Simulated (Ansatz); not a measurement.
All numbers below come from DFT PBE, scalar-relativistic, plane waves, PAW (Ansatz 0.2.0). All cells share a 420 eV cutoff and Γ-centred k meshes spaced at most about 0.3 Å⁻¹ (2π included). No spin polarisation in the final relaxations.

All energies are static (0 K, no zero-point motion). Lower structures may exist.

Problem. Order these relaxed structures of MgO by energy, lowest first, with the energy over the lowest of them.
A.

Space group P3m1 (No. 156). a = 3.289 Å, b = 3.289 Å, c = 15.671 Å, α = 90.00°, β = 90.00°, γ = 120.00°
```json
{"atom": "Mg", "site": "1a", "symmetry": "3m.", "x": "0.0000", "y": "0.0000", "z": "0.6479"}
{"atom": "Mg", "site": "1a", "symmetry": "3m.", "x": "0.0000", "y": "0.0000", "z": "0.9792"}
{"atom": "Mg", "site": "1b", "symmetry": "3m.", "x": "0.3333", "y": "0.6667", "z": "0.8136"}
{"atom": "Mg", "site": "1b", "symmetry": "3m.", "x": "0.3333", "y": "0.6667", "z": "0.4817"}
{"atom": "Mg", "site": "1b", "symmetry": "3m.", "x": "0.3333", "y": "0.6667", "z": "0.1474"}
{"atom": "Mg", "site": "1c", "symmetry": "3m.", "x": "0.6667", "y": "0.3333", "z": "0.3136"}
{"atom": "O", "site": "1a", "symmetry": "3m.", "x": "0.0000", "y": "0.0000", "z": "0.8519"}
{"atom": "O", "site": "1a", "symmetry": "3m.", "x": "0.0000", "y": "0.0000", "z": "0.5206"}
{"atom": "O", "site": "1b", "symmetry": "3m.", "x": "0.3333", "y": "0.6667", "z": "0.0187"}
{"atom": "O", "site": "1b", "symmetry": "3m.", "x": "0.3333", "y": "0.6667", "z": "0.6862"}
{"atom": "O", "site": "1b", "symmetry": "3m.", "x": "0.3333", "y": "0.6667", "z": "0.3531"}
{"atom": "O", "site": "1c", "symmetry": "3m.", "x": "0.6667", "y": "0.3333", "z": "0.1862"}
```

B.

Space group F-43m (No. 216). a = 4.613 Å, b = 4.613 Å, c = 4.613 Å, α = 90.00°, β = 90.00°, γ = 90.00°
```
atom  site  symmetry       x       y       z
  Mg    4a      -43m  0.0000  0.0000  0.0000
   O    4c      -43m  0.2500  0.2500  0.2500
```

C.

Space group P6_3/mmc (No. 194). a = 3.521 Å, b = 3.521 Å, c = 4.237 Å, α = 90.00°, β = 90.00°, γ = 120.00°
```csv
atom,site,symmetry,x,y,z
Mg,2c,-6m2,0.6667,0.3333,0.7500
O,2d,-6m2,0.6667,0.3333,0.2500
```

D.

Space group P6_3mc (No. 186). a = 3.315 Å, b = 3.315 Å, c = 5.118 Å, α = 90.00°, β = 90.00°, γ = 120.00°
```
atom  site  symmetry       x       y       z
  Mg    2b       3m. 0.3333  0.6667  0.0062
   O    2b       3m. 0.3333  0.6667  0.3984
```

Solution. C (0 meV/atom), D (33 meV/atom), A (46 meV/atom), B (66 meV/atom). Forms: C P6_3/mmc; D wurtzite type, P6_3mc; A P3m1; B zinc blende type, F-43m. Counting O atoms around Mg (those within 1.25 times the shortest such distance or 1.15 times the sum of covalent radii): C has Mg 5; D has Mg 4; A has Mg 4; B has Mg 4.

The P6_3/mmc cell at 11.4 Å³/atom was relaxed from a Materials Project cell. The P6_3mc cell at 12.2 Å³/atom was relaxed from a Materials Project cell. The P3m1 cell at 12.2 Å³/atom was relaxed from a Materials Project cell. With atoms moved at random, P6_3/mmc and P6_3mc came back. Other cells relaxed within their symmetry can be saddle points. The part of the Crystallography Open Database at hand lists MgO in space group No. 225, which no cell shown has. Some candidate types were left out of the draw beforehand, so a known form may be missing.
